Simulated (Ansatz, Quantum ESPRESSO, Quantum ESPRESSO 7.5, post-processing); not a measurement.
# C chain with one bond drawn out by 1.5 Å: ballistic transmission

How well does the junction conduct in the ballistic limit? It is: C chain with one bond drawn out by 1.5 Å.

Program: Quantum ESPRESSO 7.5. Level of theory: plane-wave DFT, PBEsol, GBRV ultrasoft pseudopotentials (cross-check by Ansatz 0.2.0 with PAW datasets). Results are calculated unless marked as measured.

Most raw output is cut from this account.

### 1. Starting point

The cell holds 12 atoms: 12 C. Cell: a = 7.500 Å, b = 7.500 Å, c = 16.860 Å, α = 90.0°, β = 90.0°, γ = 90.0°. Regions: left lead, 6 atoms (6 C); right lead, 6 atoms (6 C). Vacuum lies along a and b. The structure is stacked along c, and the current runs across the ab planes.

### 2. Self-consistent run

One periodic cell holds a stretch of lead, the junction and more lead; the atoms stay as built.

File scf.in:

```
&control
  prefix = 'scf'
  outdir = './out'
  pseudo_dir = './pseudo'
  calculation = 'scf'
  tprnfor = .true.
/
&system
  ibrav = 0
  nat = 12
  ntyp = 1
  ecutwfc = 34
  ecutrho = 170
  occupations = 'smearing'
  smearing = 'mv'
  degauss = 0.01
/
&electrons
  conv_thr = 1e-07
  mixing_beta = 0.25
  electron_maxstep = 120
  mixing_mode = 'local-TF'
/
ATOMIC_SPECIES
  C   12.0110  c_pbesol_v1.2.uspp.F.UPF
CELL_PARAMETERS angstrom
  7.50000000000000 0.00000000000000 0.00000000000000
  0.00000000000000 7.50000000000000 0.00000000000000
  0.00000000000000 0.00000000000000 16.86000000000000
ATOMIC_POSITIONS crystal
  C   0.500000000000 0.500000000000 0.000000000000
  C   0.500000000000 0.500000000000 0.075919335706
  C   0.500000000000 0.500000000000 0.151838671412
  C   0.500000000000 0.500000000000 0.227758007117
  C   0.500000000000 0.500000000000 0.303677342823
  C   0.500000000000 0.500000000000 0.379596678529
  C   0.500000000000 0.500000000000 0.544483985765
  C   0.500000000000 0.500000000000 0.620403321471
  C   0.500000000000 0.500000000000 0.696322657177
  C   0.500000000000 0.500000000000 0.772241992883
  C   0.500000000000 0.500000000000 0.848161328588
  C   0.500000000000 0.500000000000 0.924080664294
K_POINTS automatic
  1 1 3 0 0 0
```

Started as:

```bash
$ OMP_NUM_THREADS=1 mpirun -n 2 pw.x -nk 1 -in scf.in > scf.out
```

Run time: 41 s. Hardware: 2 MPI ranks of Arm Neoverse V2, shared host; peak memory 0.37 GiB; 83 s of CPU time.

This step gave:

| Item | Value |
| --- | --- |
| free energy | -1853.0946 eV |
| Fermi energy | -4.654 eV |

The program's own clock; routines nest. Time by routine:

| routine | wall time (s) | calls |
| --- | --- | --- |
| PWSCF | 40.9 | 1 |
| electrons | 39.51 | 1 |
| c_bands | 18.45 | 27 |
| cegterg | 17.96 | 54 |
| h_psi | 14.97 | 118 |
| fftw | 14.44 | 8258 |
| vloc_psi | 12.56 | 118 |
| mix_rho | 10.79 | 27 |
| ffts | 6.35 | 2637 |
| sum_band | 6.04 | 27 |
| newd | 2.18 | 28 |
| v_of_rho | 2.02 | 28 |
| calbec | 1.82 | 180 |
| s_psi | 1.19 | 118 |

The run needed 27 iterations to bring the estimated error under 1e-07 Ry; the largest force on any atom, held or free, is 2.26 eV/Å.

### 3. The open system

prefixt takes both regions from one run: the lead from 0 to bdl, the scattering region from bdl to bds (units of alat). ikind = 1 puts the same lead on both sides. The program's T_tot counts both spins in a run without spin; the tables below give T per spin.

File cond.in:

```
&inputcond
  outdir = './out'
  prefixt = 'scf'
  tran_file = 'cond.dat'
  bdl = 0.6826666667
  bds = 2.2480000000
  ikind = 1
  ewind = 4.0
  epsproj = 1e-05
  nz1 = 7
  energy0 = 2.0
  denergy = -0.1
/
1
  0.00000000 0.00000000 1.00000000
41
```

Started as:

```bash
$ OMP_NUM_THREADS=1 mpirun -n 2 pwcond.x -in cond.in > cond.out
```

Run time: 87 s. Hardware: 2 MPI ranks; peak memory 0.18 GiB; 2.9 min of CPU time.

Read from the output:

- lead channels at the Fermi level, one spin: 2
- transmission at the Fermi level, one spin: 0.03203
- conductance: 0.03203 G₀

Per spin. The open channels by energy, zero at the Fermi level:

energy (eV), open channels and a bar:
```
    -2.00       2.00 ##############################
    -1.90       2.00 ##############################
    -1.70       2.00 ##############################
    -1.60       2.00 ##############################
    -1.40       2.00 ##############################
    -1.30       2.00 ##############################
    -1.20       2.00 ##############################
    -1.00       2.00 ##############################
    -0.90       2.00 ##############################
    -0.80       2.00 ##############################
    -0.60       2.00 ##############################
    -0.50       2.00 ##############################
    -0.30       2.00 ##############################
    -0.20       2.00 ##############################
    -0.10       2.00 ##############################
     0.00       2.00 ##############################
     0.10       2.00 ##############################
     0.20       0.00 
     0.30       0.00 
     0.50       2.00 ##############################
     0.60       2.00 ##############################
     0.80       2.00 ##############################
     0.90       2.00 ##############################
     1.00       2.00 ##############################
     1.20       2.00 ##############################
     1.30       2.00 ##############################
     1.40       2.00 ##############################
     1.60       2.00 ##############################
     1.70       2.00 ##############################
     1.90       2.00 ##############################
     2.00       2.00 ##############################
```

Per spin. Transmission against energy, zero at the Fermi level:

energy (eV), transmission and a bar:
```
    -2.00     0.0064 #####
    -1.90     0.0069 #####
    -1.80     0.0075 ######
    -1.70     0.0081 ######
    -1.60     0.0087 #######
    -1.50     0.0095 #######
    -1.40     0.0103 ########
    -1.20     0.0124 #########
    -1.10     0.0137 ##########
    -1.00     0.0152 ###########
    -0.90     0.0168 #############
    -0.80     0.0186 ##############
    -0.70     0.0205 ###############
    -0.60     0.0226 #################
    -0.50     0.0248 ###################
    -0.40     0.0269 ####################
    -0.30     0.0289 ######################
    -0.20     0.0307 #######################
    -0.10     0.0318 ########################
     0.00     0.0320 ########################
     0.10     0.0293 ######################
     0.20     0.0000 
     0.30     0.0000 
     0.40     0.0000 
     0.50     0.0306 #######################
     0.60     0.0343 ##########################
     0.70     0.0351 ##########################
     0.80     0.0353 ##########################
     0.90     0.0352 ##########################
     1.00     0.0351 ##########################
     1.10     0.0351 ##########################
     1.20     0.0351 ##########################
     1.40     0.0355 ###########################
     1.50     0.0359 ###########################
     1.60     0.0365 ###########################
     1.70     0.0372 ############################
     1.80     0.0380 ############################
     1.90     0.0390 #############################
     2.00     0.0401 ##############################
```

The program's own clock; routines nest. Time by routine:

| routine | wall time (s) | calls |
| --- | --- | --- |
| PWCOND | 86.52 | 1 |
| scatter_forw | 68.36 | 82 |
| compbs | 9 | 41 |
| local | 7.72 | 1 |
| compbs_2 | 7.38 | 41 |
| init | 0.37 | 1 |
| poten | 0.04 | 1 |

At no point does T exceed the number of channels. That doesn't clear the run: at some energies its lead has fewer channels than the second code's.

### 4. The open system, with ewind = 2.0 and epsproj = 0.001

How much does a setting matter? One run is repeated with a change.

File cond.w.in:

```
&inputcond
  outdir = './out'
  prefixt = 'scf'
  tran_file = 'cond.w.dat'
  bdl = 0.6826666667
  bds = 2.2480000000
  ikind = 1
  ewind = 2.0
  epsproj = 0.001
  nz1 = 7
  energy0 = 2.0
  denergy = -0.1
/
1
  0.00000000 0.00000000 1.00000000
41
```

Started as:

```bash
$ OMP_NUM_THREADS=1 mpirun -n 2 pwcond.x -in cond.w.in > cond.w.out
```

Run time: 22 s. Hardware: 2 MPI ranks; peak memory 0.16 GiB.

The changed values were drawn from a wide range, not chosen for quality; the comparison shows what they did here together.

Beside the run it was changed from:

| quantity | this run | unchanged run | difference |
| --- | --- | --- | --- |
| transmission at the Fermi level, one spin | 0.03264 | 0.03203 | 6.2e-4 |
| lead channels at the Fermi level, one spin | 2 | 2 | 0 |
| wall time (s) | 22 | 87 |  |

Over all energies T moves by up to 0.023, at 0.2 eV, where the two runs count unlike lead channels.

The physical values in this table move by up to 1.9 %.

### 5. The open system, with bdl = 4.096 Å in length

Another try, with an input changed as a hurried user might.

cond.bad.in, as its differences from the input of step 3:

```diff
@@ -3,4 +3,4 @@
   prefixt = 'scf'
-  tran_file = 'cond.dat'
-  bdl = 0.6826666667
+  tran_file = 'cond.bad.dat'
+  bdl = 0.5461333333
   bds = 2.2480000000
```

Started as:

```bash
$ OMP_NUM_THREADS=1 mpirun -n 2 pwcond.x -in cond.bad.in > cond.bad.out
```

Wall time 93 s (2 MPI ranks); peak memory 0.18 GiB; 3.1 min of CPU time.

The run finished, but its numbers are not taken as the system's. The fault: a lead boundary that cuts the period.

Beside the run it was changed from:

| quantity | this run | unchanged run | difference |
| --- | --- | --- | --- |
| transmission at the Fermi level, one spin | 0.01030 | 0.03203 | -0.022 |
| lead channels at the Fermi level, one spin | 2 | 2 | 0 |
| wall time (s) | 93 | 87 |  |

Over all energies T moves by up to 0.086, at 1.3 eV.

The physical values in this table move by up to 68 %.

### 6. Cross-check with Ansatz

A second code with its own PAW datasets, on the same atoms.

Level of this step: plane-wave DFT, PBEsol, Ansatz PAW (Ansatz 0.2.0).

File input.yaml:

```yaml
crystal:
  lattice:
    - [7.5, 0.0, 0.0]
    - [0.0, 7.5, 0.0]
    - [0.0, 0.0, 16.86]
  atoms:
    - { symbol: C, position: [0.5, 0.5, 0.0] }
    - { symbol: C, position: [0.5, 0.5, 0.0759193357] }
    - { symbol: C, position: [0.5, 0.5, 0.1518386714] }
    - { symbol: C, position: [0.5, 0.5, 0.2277580071] }
    - { symbol: C, position: [0.5, 0.5, 0.3036773428] }
    - { symbol: C, position: [0.5, 0.5, 0.3795966785] }
    - { symbol: C, position: [0.5, 0.5, 0.5444839858] }
    - { symbol: C, position: [0.5, 0.5, 0.6204033215] }
    - { symbol: C, position: [0.5, 0.5, 0.6963226572] }
    - { symbol: C, position: [0.5, 0.5, 0.7722419929] }
    - { symbol: C, position: [0.5, 0.5, 0.8481613286] }
    - { symbol: C, position: [0.5, 0.5, 0.9240806643] }
kpoints:
  mp_grid: { grid: [1, 1, 4] }
hamiltonian:
  xc: pbesol
scf:
  occupations: { method: fermi_dirac, width: 0.1 }
  convergence: { dr2_threshold: 1.0e-08 }
output:
  transmission:
    leads: [[0, 1]]
    e_range: [-2.0, 2.0]
    de: 0.05
    kmesh: [1, 1]
    reduced_basis: true
  write_potential: true
  write_density: true
  volumetric_format: npy
```

Started as:

```bash
$ ansatz run input.yaml --threads 2 --pin off --max-ram 4096MiB --backend cpu --events-out ev --progress --plain --runs-dir out
```

It took 20 s on 2 threads; peak memory 0.91 GiB.

Read from the output:

```
free energy                                  : -2940.1949 eV
energy at zero smearing                      : -2940.0097 eV
smearing term TS                             : 0.3705 eV
Fermi energy                                 : -4.633 eV
symmetry operations                          : 16
transmission at the Fermi level, one spin    : 0.02996
step of the lead's Hamiltonian over a period : 17 meV
```

Per spin. The transmission by energy, zero at the Fermi level:

| energy (eV) | transmission |
| --- | --- |
| -2.00 | 0.00651 |
| -1.85 | 0.00758 |
| -1.70 | 0.00880 |
| -1.60 | 0.00970 |
| -1.45 | 0.0112 |
| -1.30 | 0.0128 |
| -1.15 | 0.0147 |
| -1.05 | 0.0160 |
| -0.90 | 0.0180 |
| -0.75 | 0.0201 |
| -0.60 | 0.0222 |
| -0.50 | 0.0236 |
| -0.35 | 0.0257 |
| -0.20 | 0.0276 |
| -0.05 | 0.0294 |
| 0.00 | 0.0300 |
| 0.05 | 0.0305 |
| 0.20 | 0.0320 |
| 0.35 | 0.0333 |
| 0.50 | 0.0344 |
| 0.60 | 0.0350 |
| 0.75 | 0.0359 |
| 0.90 | 0.0367 |
| 1.05 | 0.0375 |
| 1.15 | 0.0380 |
| 1.30 | 0.0387 |
| 1.45 | 0.0395 |
| 1.60 | 0.0403 |
| 1.70 | 0.0409 |
| 1.85 | 0.0420 |
| 2.00 | 0.0431 |

Per spin. The open channels stays at 2 for energy from -2 to 2 eV.

Ansatz finds T = 0.0300 against pwcond's 0.0320.

### 7. All levels side by side

All levels:

| step | T at the Fermi level (per spin) | conductance (G0) | r.m.s. T(E) from the first | CPU time of the step (s) | peak memory (GiB) |
| --- | --- | --- | --- | --- | --- |
| Ansatz | 0.02996 | - | 0 | 37.87 | 0.907 |
| pwcond | 0.03203 | 0.03203 | 0.009146 | 174 | 0.18 |
| pwcond, changed setting | 0.03264 | 0.03264 | 0.007872 | 44.23 | 0.16 |

Per spin. Table of transmission by energy, zero at the Fermi level:

| energy (eV) | Ansatz | pwcond | pwcond, changed setting |
| --- | --- | --- | --- |
| -2.00 | 0.00651 | 0.00639 | 0.00629 |
| -1.80 | 0.00797 | 0.00746 | 0.00735 |
| -1.60 | 0.00970 | 0.00874 | 0.00859 |
| -1.40 | 0.0117 | 0.0103 | 0.0101 |
| -1.20 | 0.0140 | 0.0124 | 0.0121 |
| -1.00 | 0.0166 | 0.0152 | 0.0148 |
| -0.90 | 0.0180 | 0.0168 | 0.0163 |
| -0.70 | 0.0208 | 0.0205 | 0.0200 |
| -0.50 | 0.0236 | 0.0248 | 0.0242 |
| -0.30 | 0.0263 | 0.0289 | 0.0285 |
| -0.10 | 0.0288 | 0.0318 | 0.0319 |
| 0.00 | 0.0300 | 0.0320 | 0.0326 |
| 0.10 | 0.0310 | 0.0293 | 0.0318 |
| 0.30 | 0.0329 | 0 | 0 |
| 0.50 | 0.0344 | 0.0306 | 0.0245 |
| 0.70 | 0.0356 | 0.0351 | 0.0354 |
| 0.90 | 0.0367 | 0.0352 | 0.0359 |
| 1.00 | 0.0372 | 0.0351 | 0.0358 |
| 1.20 | 0.0382 | 0.0351 | 0.0357 |
| 1.40 | 0.0392 | 0.0355 | 0.0361 |
| 1.60 | 0.0403 | 0.0365 | 0.0369 |
| 1.80 | 0.0416 | 0.0380 | 0.0383 |
| 2.00 | 0.0431 | 0.0401 | 0.0404 |

### 8. Results

```json
{
  "conductance by pwcond, in doubt": "0.0320 G₀",
  "conductance by Ansatz": "0.0300 G₀"
}
```

In words: pwcond (PBEsol, GBRV ultrasoft) gives 0.0320 G₀ and Ansatz (PAW) 0.0300 G₀ a cell at the Fermi level; the pwcond value is in doubt, since its lead loses channels near the Fermi level. No independent third code was run. The geometry is as built, not relaxed, and the leads are short.

[Logs are printed without paths, hosts, clocks, repeated set-up lines and the standing remarks that a program may print on its own settings, such as how far it seeks lower states.]

[Hosts, paths, dates, database ids (printed as entryN), source tags and the programs' standing remarks are cut or masked in the printed files.]

[Maps of the electrostatic potential energy from Ansatz leave out the sawtooth potential of an applied field or a dipole correction, so their vacuum need not be flat; planar profiles and work functions include it.]
